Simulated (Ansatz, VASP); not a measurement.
## One calculation of Hf, two programs

Contents of INCAR:

```
  ALGO = Normal
  EDIFF = 1E-6
  EDIFFG = -0.01
  ENCUT = 600
  GGA = PE
  IBRION = 2
  ISIF = 3
  ISMEAR = -1
  LASPH = True
  LCHARG = False
  LREAL = False
  LWAVE = False
  NELM = 60
  NSW = 60
  PREC = Accurate
  SIGMA = 0.05
```

Contents of KPOINTS:

```
k-points
0
Gamma
  9 9 9
```

POSCAR

```
Hf
1.0
    2.9138100000      0.0000000000      0.0000000000
    0.0000000000      2.9138100000      0.0000000000
    0.0000000000      0.0000000000      2.9138100000
Hf
1
Direct
    0.5000000000      0.5000000000      0.5000000000
```

Contents of input.yaml:

```yaml
crystal:
  lattice:
    - [2.91381, 0.0, 0.0]
    - [0.0, 2.91381, 0.0]
    - [0.0, 0.0, 2.91381]
  atoms:
    - { symbol: Hf, position: [0.5, 0.5, 0.5] }
hamiltonian:
  xc: pbe
  pseudopotentials: { kind: paw }
kpoints:
  mp_grid: { grid: [9, 9, 9] }
scf:
  occupations: { method: fermi_dirac, width: 0.05 }
output:
  forces: true
  stress: true
  eigenvalues: true
relax:
  f_tol: 0.01
  max_steps: 40
  cell: { stress_tol: 0.05 }
```

The cell was built by a generator and needn't be a form met in nature.

Alike in both runs: task relaxation of cell and atoms; functional PBE; k mesh 9 × 9 × 9; occupations fermi-dirac, width 0.05 eV; no spin polarisation.

|  | VASP | Ansatz |
| --- | --- | --- |
| version | VASP 6.6.1 | Ansatz 0.2.0 |
| potentials or method | VASP PAW PBE potentials, release 64 (Hf_pv) | Ansatz PAW |
| plane-wave cutoff (eV) | 600 | 420 |
| valence electrons in the cell | 10 | 26 |

|  | VASP | Ansatz | Ansatz less VASP |
| --- | --- | --- | --- |
| gap on the k mesh at the Fermi level, each at its own relaxed structure (eV) | none | none | - |
| relaxed volume (Å³/atom) | 24.69 | 24.77 | +0.088 |
| relaxed cell length with the largest relative difference (Å) | 2.912 | 2.915 | +0.0034 |

A gap of «none» marks a metal or a gap that the smearing closes. The two sets of potentials don't hold the same shells in valence.

Caveats: the plane-wave basis is chosen anew once the cell has moved, so the energies of steps on either side of that aren't comparable (Ansatz). Spin-orbit coupling is left out, which matters for the levels of Hf.
